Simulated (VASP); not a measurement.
The system is FeO.

```
CELL_PARAMETERS angstrom
1.51768 0.87623 2.51579
-1.51768 0.87623 2.51579
0.00000 -3.50494 5.03159
ATOMIC_POSITIONS crystal
Fe 0.00000 0.00000 0.00000
Fe 0.00000 0.00000 0.50000
O 0.50000 0.50000 0.25000
O 0.50000 0.50000 0.75000
```

Base run:

| Quantity | Value |
| --- | --- |
| Program | VASP 6.6.1 |
| Functional | r2SCAN |
| Potentials or basis | VASP PAW PBE potentials, release 64 (Fe, O) |
| Cutoff | 520 eV |
| k mesh | 8 × 8 × 4 |
| Occupations | gaussian, width 0.05 eV |
| Spin | collinear spin, antiferromagnetic start |
| Starting moments | [3.0, -3.0, 0.0, 0.0] μB |
| Hubbard terms | Fe d U = 8 eV |

Its results: band gap on the k mesh 3.72 eV; pressure 1.2 GPa; net moment 0.00 μB per cell; site moments Fe +3.93, -3.93; O +0.00 μB.

The run is repeated on the same cell with these changes: hubbard terms from Fe d U = 8 eV to Fe d U = 2 eV; further incar settings from ALGO = Normal; EDIFF = 1e-07; NBANDS = 26 to ALGO = Normal; EDIFF = 1e-06. What comes out?

Band gap on the k mesh none (metal or under the smearing width); pressure -3.3 GPa; net moment 0.00 μB per cell; site moments Fe +3.68, -3.68; O +0.00 μB.

Caveats: the PAW data sets were made with another functional, which shifts forces and pressure a little.

A k mesh can miss the band edges.
